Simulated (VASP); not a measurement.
# CaF2 (pbe) (Fm-3m) in VASP: notebook

The runs below take CaF2 (pbe) through single point, relaxation of cell and atoms, with PBE.

Everything below comes from runs of VASP 6.6.1. Logs are shortened: lines on timing, memory, paths and dates and some standing lists are left out, and cuts for length are marked.

### Step 1. The crystal as given

Symmetry: Fm-3m, No. 225, cubic system. The conventional cell has a = 5.511 Å, b = 5.511 Å, c = 5.511 Å, α = 90.00°, β = 90.00°, γ = 90.00°. Ca (site symmetry m-3m) is surrounded by 8 F at 2.39 Å. Around F (site symmetry -43m) lie 4 Ca at 2.39 Å.

### Step 2. Single point, PBE

Contents of INCAR:

```
PREC = Accurate ; ENCUT = 520
EDIFF = 1E-7 ; ISMEAR = 0
SIGMA = 0.02 ; LREAL = False
LASPH = True ; NELM = 100
ALGO = Normal ; ISIF = 2
LWAVE = False ; LCHARG = False
GGA = PE ; NBANDS = 19
```

Contents of KPOINTS:

```
Automatic mesh
0
Gamma
  8 8 8
```

Contents of POSCAR:

```
CaF2
1.0
    0.0000000000      2.7554728143      2.7554728143
    2.7554728143      0.0000000000      2.7554728143
    2.7554728143      2.7554728143      0.0000000000
Ca F
1 2
Direct
    0.0000000000      0.0000000000      0.0000000000
    0.2500000000      0.2500000000      0.2500000000
    0.7500000000      0.7500000000      0.7500000000
```

Potentials or basis: VASP PAW PBE potentials, release 64 (Ca_sv, F).

Command:

```
> cat potpaw_PBE.64/Ca_sv/POTCAR potpaw_PBE.64/F/POTCAR > POTCAR
> mpirun -np 1 vasp_std > vasp.out
```

OUTCAR:

```text
PREC = Accurate
   ENCUT = 520
   EDIFF = 1E-7
   ISMEAR = 0
   LREAL = False
   LASPH = True
   NELM = 100
   ISIF = 2
   GGA = PE

 ion  position               nearest neighbor table
   1  0.000  0.000  0.000-   3 2.39   3 2.39   3 2.39   2 2.39   3 2.39   2 2.39   2 2.39   2 2.39

   2  0.250  0.250  0.250-   1 2.39   1 2.39   1 2.39   1 2.39
   3  0.750  0.750  0.750-   1 2.39   1 2.39   1 2.39   1 2.39

  LATTYP: Found a face centered cubic cell.
 ALAT       =     5.5109456286

  Lattice vectors:

 A1 = (   0.0000000000,   2.7554728143,   2.7554728143)
 A2 = (   2.7554728143,   0.0000000000,   2.7554728143)
 A3 = (   2.7554728143,   2.7554728143,   0.0000000000)

Analysis of symmetry for initial positions (statically):
=====================================================================
 Subroutine PRICEL returns:
 Original cell was already a primitive cell.

 Routine SETGRP: Setting up the symmetry group for a
 face centered cubic supercell.

 Subroutine GETGRP returns: Found 48 space group operations
 (whereof 48 operations were pure point group operations)
 out of a pool of 48 trial point group operations.

The static configuration has the point symmetry O_h .

Analysis of symmetry for dynamics (positions and initial velocities):
=====================================================================
 Subroutine PRICEL returns:
 Original cell was already a primitive cell.

 Routine SETGRP: Setting up the symmetry group for a
 face centered cubic supercell.

 Subroutine GETGRP returns: Found 48 space group operations
 (whereof 48 operations were pure point group operations)
 out of a pool of 48 trial point group operations.

The dynamic configuration has the point symmetry O_h .

 Subroutine INISYM returns: Found 48 space group operations
 (whereof 48 operations are pure point group operations),
 and found     1 'primitive' translations

----------------------------------------------------------------------------------------

                                     Primitive cell

  volume of cell :      41.8426

  direct lattice vectors                    reciprocal lattice vectors
     0.000000000  2.755472814  2.755472814    -0.181457062  0.181457062  0.181457062
     2.755472814  0.000000000  2.755472814     0.181457062 -0.181457062  0.181457062
     2.755472814  2.755472814  0.000000000     0.181457062  0.181457062 -0.181457062

  length of vectors
     3.896827025  3.896827025  3.896827025     0.314292850  0.314292850  0.314292850

  position of ions in fractional coordinates (direct lattice)
     0.000000000  0.000000000  0.000000000
     0.250000000  0.250000000  0.250000000
     0.750000000  0.750000000  0.750000000

  ion indices of the primitive-cell ions
   primitive index   ion index
                 1           1
                 2           2
                 3           3

----------------------------------------------------------------------------------------

 KPOINTS: Automatic mesh

Automatic generation of k-mesh.
 Grid dimensions read from file:
 generate k-points for:    8    8    8

 Generating k-lattice:

  Cartesian coordinates                     Fractional coordinates (reciprocal lattice)
    -0.022682133  0.022682133  0.022682133     0.125000000  0.000000000  0.000000000
     0.022682133 -0.022682133  0.022682133     0.000000000  0.125000000  0.000000000
     0.022682133  0.022682133 -0.022682133     0.000000000  0.000000000  0.125000000

  Length of vectors
     0.039286606  0.039286606  0.039286606

  Shift w.r.t. Gamma in fractional coordinates (k-lattice)
     0.000000000  0.000000000  0.000000000

 Subroutine IBZKPT returns following result:
 ===========================================

 Found     29 irreducible k-points:

 Following reciprocal coordinates:
            Coordinates               Weight
  0.000000  0.000000  0.000000      1.000000
  0.125000  0.000000  0.000000      8.000000
  0.250000  0.000000  0.000000      8.000000
  0.375000  0.000000  0.000000      8.000000
  0.500000  0.000000  0.000000      4.000000
  0.125000  0.125000  0.000000      6.000000
[... 16 lines left out ...]
  0.500000  0.250000  0.125000     48.000000
 -0.375000  0.250000  0.125000     24.000000
 [... further k-points ...]
   k-points           NKPTS =     29   k-points in BZ     NKDIM =     29   number of bands    NBANDS=     19
   number of dos      NEDOS =    301   number of ions     NIONS =      3
   total plane-waves  NPLWV =  27000
   dimension x,y,z NGX =    30 NGY =   30 NGZ =   30
   dimension x,y,z NGXF=    60 NGYF=   60 NGZF=   60
   ions per type =               1   2
   NGX,Y,Z   is equivalent  to a cutoff of  12.80, 12.80, 12.80 a.u.
   NGXF,Y,Z  is equivalent  to a cutoff of  25.60, 25.60, 25.60 a.u.
 SYSTEM =  unknown system
   PREC   = accura    normal or accurate (medium, high low for compatibility)
   ISTART =      0    job   : 0-new  1-cont  2-samecut
   ICHARG =      2    charge: 1-file 2-atom 10-const
   ISPIN  =      1    spin polarized calculation?
   LNONCOLLINEAR =      F non collinear calculations
   LSORBIT =      F    spin-orbit coupling
   LASPH  =      T    aspherical Exc in radial PAW
   ENCUT  =  520.0 eV  38.22 Ry    6.18 a.u.   7.25  7.25  7.25*2*pi/ulx,y,z
   NELM   =    100;   NELMIN=  2; NELMDL= -5     # of ELM steps
   EDIFF  = 0.1E-06   stopping-criterion for ELM
   LREAL  =      F    real-space projection
   EDIFFG = 0.1E-05   stopping-criterion for IOM
   NSW    =      0    number of steps for IOM
   IBRION =     -1    ionic relax: 0-MD 1-quasi-New 2-CG
   NFREE  =      0    steps in history (QN), initial steepest desc. (CG)
   ISIF   =      2    stress and relaxation
   ISYM   =      2    0-nonsym 1-usesym 2-fastsym
   POTIM  = 0.5000    time-step for ionic-motion
   TEBEG  =    0.0;   TEEND  =   0.0 temperature during run
   PSTRESS=    0.0 pullay stress
   NELECT =      24.0000    total number of electrons
   NUPDOWN=      -1.0000    fix difference up-down
   EMIN   =  10.00;   EMAX   =-10.00  energy-range for DOS
   EFERMI =   0.00;   METHOD = LEGACY
   ISMEAR =     0;   SIGMA  =   0.02  broadening in eV -4-tet -1-fermi 0-gaus
   EFERMI_NEDOS =   21; number of points for ismear=-14 and -15
   IALGO  =     38    algorithm
   IMIX   =      4    mixing-type and parameters
     AMIX     =   0.40;   BMIX     =  1.00
     AMIX_MAG =   1.60;   BMIX_MAG =  1.00
  volume/ion in A,a.u.               =      13.95        94.12
  Fermi-wavevector in a.u.,A,eV,Ry     =   1.360209  2.570423 25.173087  1.850170
  Thomas-Fermi vector in A             =   2.486891
   LORBIT       =      0    0 simple, 1 ext, 2 COOP (PROOUT), +10 PAW based schemes
   GGA     = PE    functional components
   LHFCALC =     F    Hartree Fock is set to
   AEXX    =    0.0000 exact exchange contribution
   IVDW    =     0    specifies the selected vdW correction
   LEPSILON=     F    determine dielectric tensor
   LRPA    =     F    only Hartree local field effects (RPA)
 non-spin polarized calculation
 Gauss-broadening in eV      SIGMA  =   0.02
  energy-cutoff  :      520.00
  volume of cell :       41.84
 maximum number of plane-waves:      1158
 NGX is ok and might be reduce to    30
   NGX = 15   NGY = 15   NGZ = 15

 number of electron      23.9999996 magnetization

 Free energy of the ion-electron system (eV)
  ---------------------------------------------------
  ext. energy  EPLUGINS =         0.00000000
  ---------------------------------------------------
  free energy    TOTEN  =       -17.34030201 eV

  energy without entropy =      -17.34030201  energy(sigma->0) =      -17.34030201

 E-fermi :  -0.8886     XC(G=0):  -9.4993

 val. band max:       -1.1083773569   @ k =   0.5000   0.5000   0.0000
 cond. band min:       6.0118117185   @ k =   0.0000   0.0000   0.0000
 fundamental gap:      7.1201890755
 Fermi energy:        -0.8886447427

 k-point     1 :       0.0000    0.0000    0.0000
  band No.  band energies     occupation
      1     -37.2650      2.00000
      2     -20.9788      2.00000
      3     -20.2465      2.00000
      4     -18.2038      2.00000
      5     -18.2038      2.00000
      6     -18.2038      2.00000
[... 11 lines left out ...]
     18       9.9075      0.00000
     19      15.6140      0.00000

 k-point     2 :       0.1250    0.0000    0.0000
  band No.  band energies     occupation
      1     -37.2608      2.00000
      2     -21.0157      2.00000
      3     -20.2838      2.00000
      4     -18.2092      2.00000
      5     -18.2092      2.00000
      6     -18.1381      2.00000
[... 11 lines left out ...]
     18       9.8705      0.00000
     19      14.8937      0.00000

 k-point     3 :       0.2500    0.0000    0.0000
  band No.  band energies     occupation
      1     -37.2506      2.00000
      2     -21.0787      2.00000
      3     -20.4031      2.00000
      4     -18.2223      2.00000
      5     -18.2223      2.00000
      6     -17.9735      2.00000
[... 11 lines left out ...]
     18       9.7810      0.00000
     19      13.6072      0.00000

 k-point     4 :       0.3750    0.0000    0.0000
  band No.  band energies     occupation
      1     -37.2405      2.00000
      2     -21.1013      2.00000
      3     -20.5636      2.00000
      4     -18.2354      2.00000
      5     -18.2354      2.00000
      6     -17.8043      2.00000
[... 407 lines left out ...]
     18       9.9045      0.00000
     19      14.0640      0.00000

 k-point    23 :       0.5000    0.2500    0.1250
  band No.  band energies     occupation
      1     -37.2349      2.00000
      2     -21.0924      2.00000
      3     -20.6807      2.00000
      4     -18.2562      2.00000
      5     -18.0961      2.00000
      6     -17.8336      2.00000
[... 11 lines left out ...]
     18      10.5661      0.00000
     19      13.3572      0.00000

 k-point    24 :      -0.3750    0.2500    0.1250
  band No.  band energies     occupation
      1     -37.2315      2.00000
      2     -21.0289      2.00000
      3     -20.8128      2.00000
      4     -18.2628      2.00000
      5     -18.0525      2.00000
      6     -17.8132      2.00000
[... 11 lines left out ...]
     18      11.2195      0.00000
     19      12.7646      0.00000

 [... further k-points ...]

------------------------ aborting loop because EDIFF is reached ----------------------------------------

  FORCE on cell =-STRESS in cart. coord.  units (eV):
  Direction    XX          YY          ZZ          XY          YZ          ZX
  --------------------------------------------------------------------------------------
  -------------------------------------------------------------------------------------
  Total        0.0550745      0.0550745      0.0550745      0.0000000      0.0000000     -0.0000000
  in kB        2.1088360      2.1088360      2.1088360      0.0000000      0.0000000     -0.0000000
  external PRESSURE =       2.1088360 kB  Pullay stress =       0.0000000 kB

 VOLUME and BASIS-vectors are now :
 -----------------------------------------------------------------------------
  energy-cutoff  :      520.00
  volume of cell :       41.84
      direct lattice vectors                 reciprocal lattice vectors
     0.000000000  2.755472814  2.755472814    -0.181457062  0.181457062  0.181457062
     2.755472814  0.000000000  2.755472814     0.181457062 -0.181457062  0.181457062
     2.755472814  2.755472814  0.000000000     0.181457062  0.181457062 -0.181457062

 POSITION                                       TOTAL-FORCE (eV/Angst)
 -----------------------------------------------------------------------------------
      0.00000      0.00000      0.00000        -0.000000      0.000000     -0.000000
      1.37774      1.37774      1.37774         0.000000      0.000000      0.000000
      4.13321      4.13321      4.13321         0.000000     -0.000000     -0.000000
 -----------------------------------------------------------------------------------
    total drift:                                0.000000     -0.000000      0.000000

  FREE ENERGIE OF THE ION-ELECTRON SYSTEM (eV)
  ---------------------------------------------------
  free  energy   TOTEN  =       -17.3403020130 eV

  energy  without entropy=      -17.3403020130  energy(sigma->0) =      -17.34030201
```

Wall time 19 s (1 thread of AMD EPYC 7R13 (Zen 3), shared host); peak memory 0.14 GiB.

What came out:

| Quantity | Value |
| --- | --- |
| Free energy | -17.3403 eV |
| Pressure | 0.2 GPa |
| Band gap on the k mesh | 7.12 eV, indirect (least direct gap 7.37 eV) |

Levels at points of the mesh, in eV from the valence-band top:
```csv
k point,band 9,band 10,band 11,band 12,band 13,band 14,band 15,band 16
"(0.00, 0.00, 0.00)",-2.03,-0.25,-0.25,-0.25,7.12,9.06,9.06,11.02
"(0.50, 0.00, 0.00)",-1.26,-1.20,-0.82,-0.82,9.26,9.26,9.57,10.60
"(0.50, 0.50, 0.00)",-1.61,-0.35,-0.35,0.00,8.04,9.36,9.93,10.68
```

A k mesh can miss the band edges. As with any semilocal functional, this PBE gap is likely too small.

(Continued in part 2 of 2.)
